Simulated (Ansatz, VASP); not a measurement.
## TiSi: VASP beside Ansatz

```xyz
2
Lattice="1.8056 -2.0673 0.0000 1.8056 2.0673 0.0000 0.0000 0.0000 3.7874" Properties=species:S:1:pos:R:3 pbc="T T T"
Ti    1.8056    0.0000    0.0000
Si    0.0000    0.0000    1.8937
```

Alike in both runs: functional PBEsol; k mesh 12 × 12 × 10; occupations fermi-dirac, width 0.1 eV; no spin polarisation.

Ansatz relaxed the structure, and its values are those at the end. VASP's run is a single point on that final structure, the one shown.

```csv
,VASP,Ansatz
version,VASP 6.6.1,Ansatz 0.2.0
potentials or method,"VASP PAW PBE potentials, release 64 (Ti_sv, Si)","PAW with Ansatz's default frozen-core files, scalar-relativistic"
plane-wave cutoff (eV),520,420
valence electrons in the cell,16,16
```

```tsv
	VASP	Ansatz	Ansatz less VASP
pressure (GPa)	0.0	0.0	-0.04
```

The functional is the same, so the differences come from potentials, cutoffs and numerics.

Caveats: the PAW data sets were made with another functional, which shifts forces and pressure a little (VASP).
